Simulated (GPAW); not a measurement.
Write an ASE script for GPAW 26.7.0 that does the following.

| Item | Value |
| --- | --- |
| Task | single point |
| Functional | PBE |
| Potentials or basis | GPAW PAW data sets (gpaw-data 1.2.1) |
| Cutoff | 600 eV |
| Basis | pw |
| k mesh | 8 × 8 × 5 |
| Occupations | fermi-dirac, width 0.01 eV |
| Spin | no spin polarisation |
| Maxiter | 150 |

Crystal: AlN.

```
CELL_PARAMETERS angstrom
3.11300 0.00000 0.00000
-1.55650 2.69594 0.00000
0.00000 0.00000 4.98100
ATOMIC_POSITIONS crystal
Al 0.66667 0.33333 0.50000
Al 0.33333 0.66667 0.00000
N 0.66667 0.33333 0.88000
N 0.33333 0.66667 0.38000
```

The input as run:

run.py

```python
from ase import Atoms
from ase.dft.bandgap import bandgap
from ase.io import write
from ase.units import GPa
from gpaw import GPAW, PW

atoms = Atoms(['Al', 'Al', 'N', 'N'],
              cell=[[3.113, 0.0, 0.0],
                    [-1.5565, 2.695937082, 0.0],
                    [0.0, 0.0, 4.981]],
              scaled_positions=[[0.6666666667, 0.3333333333, 0.5],
                                [0.3333333333, 0.6666666667, 0.0],
                                [0.6666666667, 0.3333333333, 0.88],
                                [0.3333333333, 0.6666666667, 0.38]],
              pbc=True)

calc = GPAW(mode=PW(600),
            xc='PBE',
            kpts={'size': (8, 8, 5), 'gamma': True},
            occupations={'name': 'fermi-dirac', 'width': 0.01},
            nbands=18,
            convergence={'density': 1e-05, 'energy': 1e-05},
            maxiter=150,
            txt='gpaw.txt')
atoms.calc = calc
energy = atoms.get_potential_energy()
forces = atoms.get_forces()
stress = atoms.get_stress()
calc.write('gs.gpw')
write('result.traj', atoms)
print(f'Energy: {energy:.6f} eV')
print('Forces (eV/A):')
print(forces.round(4))
print('Stress (GPa):', (stress / GPa).round(3))
print('Fermi level:', round(calc.get_fermi_level(), 4), 'eV')
print(f'Gap: {bandgap(calc)[0]:.4f} eV, direct: {bandgap(calc, direct=True)[0]:.4f} eV')
```

Potentials or basis: GPAW PAW data sets (gpaw-data 1.2.1), pw.

Launch:

```bash
$ OMP_NUM_THREADS=1 python run.py
```

It gave:

- Pressure: -1.6 GPa
- Largest force: 0.133 eV/Å
- Band gap on the k mesh: 4.20 eV, direct

Caveat: the cutoff is short for stress and forces, so pressures can be off by a GPa or more.

Wall time 17 s on 1 thread of Arm Neoverse V2, with other jobs on the host, peak memory 0.16 GiB.
